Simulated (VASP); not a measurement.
A run of VASP 6.6.1:

The input run.py:

```python
from ase.calculators.vasp import Vasp
from ase.dft.bandgap import bandgap
from ase.io import read

atoms = read('Tl.cif')
calc = Vasp(
    directory='calc',
    xc='pbe',
    pp='PBE',
    setups='gw',
    prec='Accurate',
    encut=550,
    ediff=1e-06,
    ismear=0,
    sigma=0.1,
    lreal=False,
    lasph=True,
    nelm=100,
    algo='Normal',
    isif=2,
    lwave=False,
    lcharg=True,
    lelf=True,
    lvhar=True,
    kpts=[10, 10, 10],
    gamma=True,
)
atoms.calc = calc

print('energy (eV):', atoms.get_potential_energy())
print('free energy (eV):', atoms.get_potential_energy(force_consistent=True))
print('forces (eV/A):')
print(atoms.get_forces())
print('stress (eV/A^3, Voigt):', atoms.get_stress())
print('Fermi level (eV):', calc.get_fermi_level())
gap, top, bottom = bandgap(calc)
print('band gap (eV):', gap, 'from (spin, k, band)', top, 'to', bottom)
```

The input Tl.cif:

```cif
data_Tl
_cell_length_a 3.38788302
_cell_length_b 3.38788302
_cell_length_c 3.38788302
_cell_angle_alpha 109.47122063
_cell_angle_beta 109.47122063
_cell_angle_gamma 109.47122063
_space_group_name_H-M_alt 'P1'
_space_group_name_Hall 'P 1'
_space_group_IT_number 1
loop_
_space_group_symop_operation_xyz
'x,y,z'
loop_
_atom_site_label
_atom_site_type_symbol
_atom_site_symmetry_multiplicity
_atom_site_Wyckoff_symbol
_atom_site_fract_x
_atom_site_fract_y
_atom_site_fract_z
_atom_site_occupancy
Tl1 Tl 1 a 0.0000000000 0.0000000000 0.0000000000 1
```

Potentials or basis: VASP PAW PBE potentials, release 64 (Tl_d_GW).

Run with:

```bash
$ python run.py
```

Hardware: 1 thread of Intel(R) Xeon(R) Platinum 8488C (Sapphire Rapids) (shared host).

Question: How long does it take, and how much memory?

Answer: Run time: 18 s on 1 thread of Intel(R) Xeon(R) Platinum 8488C (Sapphire Rapids) (shared host), peak memory 0.18 GiB. Counts: scf iterations 10, k points 47.
